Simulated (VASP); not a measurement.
SrO in VASP 6.6.1, single-point calculation

INCAR

```
ENCUT = 520
ISIF = 2
LASPH = .TRUE.
IBRION = -1
LWAVE = .FALSE.
SIGMA = 0.1
NELMDL = 0
ISMEAR = 2
LCHARG = .FALSE.
PREC = Accurate
GGA = PE
LREAL = .FALSE.
NSW = 0
NELM = 120
EDIFF = 1E-7
NBANDS = 15
```

KPOINTS

```
KPOINTS created by Atomic Simulation Environment
0
Gamma
8 8 8
0 0 0
```

POSCAR

```
Sr O
 1.0000000000000000
     0.0000000000000000    2.6830880188999999    2.5299257842000000
     2.6830880188999999    0.0000000000000000    2.5299257842000000
     2.6830880188999999    2.6830880188999999    0.0000000000000000
 Sr  O
   1   1
Cartesian
  0.0000000000000000  0.0000000000000000  0.0000000000000000
  2.6830880188999999  2.6830880188999999  2.5299257842000000
```

The recommended PBE PAW datasets give the neutral cell 16 valence electrons.

Command

```
mpirun -np 1 vasp_std
```

OSZICAR

```
N       E                     dE             d eps       ncg     rms          rms(c)
DAV:   1     0.670213346182E+02    0.67021E+02   -0.83063E+03  1770   0.103E+03
DAV:   2    -0.109528848914E+02   -0.77974E+02   -0.71278E+02  2381   0.215E+02
DAV:   3    -0.141787918138E+02   -0.32259E+01   -0.32084E+01  2336   0.397E+01
DAV:   4    -0.142442204286E+02   -0.65429E-01   -0.65423E-01  2213   0.560E+00
DAV:   5    -0.142456508763E+02   -0.14304E-02   -0.14304E-02  2280   0.641E-01    0.149E+01
DAV:   6    -0.121946414950E+02    0.20510E+01   -0.70260E+00  1854   0.192E+01    0.174E+01
DAV:   7    -0.120297806863E+02    0.16486E+00   -0.35485E-01  2036   0.514E+00    0.100E+01
DAV:   8    -0.120176767267E+02    0.12104E-01   -0.12732E-01  2246   0.360E+00    0.372E-01
DAV:   9    -0.120186825143E+02   -0.10058E-02   -0.67595E-03  2229   0.532E-01    0.241E-01
DAV:  10    -0.120191676440E+02   -0.48513E-03   -0.42698E-04  1959   0.198E-01    0.902E-02
DAV:  11    -0.120193262133E+02   -0.15857E-03   -0.19283E-04  1903   0.101E-01    0.262E-02
DAV:  12    -0.120193482621E+02   -0.22049E-04   -0.25067E-05  1988   0.358E-02    0.774E-03
DAV:  13    -0.120193477574E+02    0.50469E-06   -0.12714E-06  2092   0.104E-02    0.315E-03
DAV:  14    -0.120193477935E+02   -0.36133E-07   -0.22391E-07  2175   0.368E-03
   1 F= -.12019348E+02 E0= -.12019378E+02  d E =0.122441E-03
```

Standard output (part)

```
POSCAR found type information on POSCAR SrO
 POSCAR found :  2 types and       2 ions
 LDA part: xc-table for (Slater+PW92), standard interpolation
 POSCAR, INCAR and KPOINTS ok, starting setup
 WAVECAR not read
 WARNING: random wavefunctions but no delay for mixing, default for NELMDL
 entering main loop
```

From OUTCAR

```
k-points           NKPTS =     59   k-points in BZ     NKDIM =     59   number of bands    NBANDS=     15

   NELECT =      16.0000    total number of electrons

   dimension x,y,z NGX =    28 NGY =   28 NGZ =   28
   dimension x,y,z NGXF=    56 NGYF=   56 NGZF=   56

  energy-cutoff  :      520.00
  volume of cell :       36.43
      direct lattice vectors                 reciprocal lattice vectors
     0.000000000  2.683088019  2.529925784    -0.186352440  0.186352440  0.197634256
     2.683088019  0.000000000  2.529925784     0.186352440 -0.186352440  0.197634256
     2.683088019  2.683088019  0.000000000     0.186352440  0.186352440 -0.197634256

 k-points in reciprocal lattice and weights: KPOINTS created by Atomic Simulation Env
   0.00000000  0.00000000  0.00000000       0.002
   0.12500000 -0.00000000  0.00000000       0.016
   0.25000000 -0.00000000  0.00000000       0.016
   0.37500000 -0.00000000  0.00000000       0.016
   0.50000000 -0.00000000  0.00000000       0.008
   0.12500000  0.12500000  0.00000000       0.004
   0.25000000  0.12500000  0.00000000       0.016
   0.37500000  0.12500000  0.00000000       0.016
   ...

 E-fermi :   1.4928

 k-point     1 :       0.0000    0.0000    0.0000
  band No.  band energies     occupation
      1     -31.2756      2.00000
      2     -13.6609      2.00000
      3     -12.9957      2.00000
      4     -12.9957      2.00000
      5     -12.9524      2.00000
      6       1.2925      1.99015
      7       1.2925      1.99015
      8       1.4779      1.30951
      9       4.7956      0.00000
     10       7.2910      0.00000
     11       7.2910      0.00000
     12       7.6915      0.00000
     13       9.0548      0.00000
     14       9.8992      0.00000
     15      13.7493      0.00000

 k-point     2 :       0.1250   -0.0000    0.0000
  band No.  band energies     occupation
      1     -31.2608      2.00000
      2     -14.0533      2.00000
      3     -13.0119      2.00000
      4     -12.9820      2.00000
      5     -12.6136      2.00000
      6       0.9027      2.00000
      7       1.1273      1.99998
      8       1.2434      1.99577
      9       5.4620      0.00000
     10       7.2495      0.00000
     11       7.5931      0.00000
     12       7.8488      0.00000
     13       9.4071      0.00000
     14      10.2820      0.00000
     15      14.6727      0.00000

 k-point     3 :       0.2500   -0.0000    0.0000
  band No.  band energies     occupation
      1     -31.2249      2.00000
      2     -14.5902      2.00000
      3     -13.0506      2.00000
      4     -12.9970      2.00000
      5     -12.1575      2.00000
      6       0.1380      2.00000
      7       0.7685      2.00000
      8       0.8197      2.00000
      9       6.8674      0.00000
     10       7.2492      0.00000
     11       8.4008      0.00000
     12       8.5388      0.00000
     13      10.3099      0.00000
     14      11.2216      0.00000
     15      16.4189      0.00000

 ...

  Total       -0.9191267     -0.9191267      0.5206681      0.0000000     -0.0000000     -0.0000000
  in kB      -40.4276374    -40.4276374     22.9014996      0.0000000     -0.0000000     -0.0000000
  external PRESSURE =     -19.3179251 kB  Pullay stress =       0.0000000 kB

 POSITION                                       TOTAL-FORCE (eV/Angst)
 -----------------------------------------------------------------------------------
      0.00000      0.00000      0.00000        -0.000000     -0.000000      0.000000
      2.68309      2.68309      2.52993         0.000000      0.000000      0.000000
 -----------------------------------------------------------------------------------
    total drift:                                0.000000      0.000000      0.000000

  FREE ENERGIE OF THE ION-ELECTRON SYSTEM (eV)
  ---------------------------------------------------
  free  energy   TOTEN  =       -12.0193477935 eV

  energy  without entropy=      -12.0194702343  energy(sigma->0) =      -12.01937840
```

It converged. Results: gap between bands v and c on the k mesh 3.03 eV; least direct gap on the k mesh 3.32 eV; pressure -1.9 GPa. Band v is the last that the valence electrons fill when counted band by band, and c is the next.

For comparison, a separate PBE run of the intended cell, on usual settings and not on those above, gives a gap of 3.03 eV on its mesh and a pressure of -1.9 GPa.

The run above took about 20 s on one core of a shared host (Intel Xeon Platinum 8488C) and held 0.18 GiB at most.
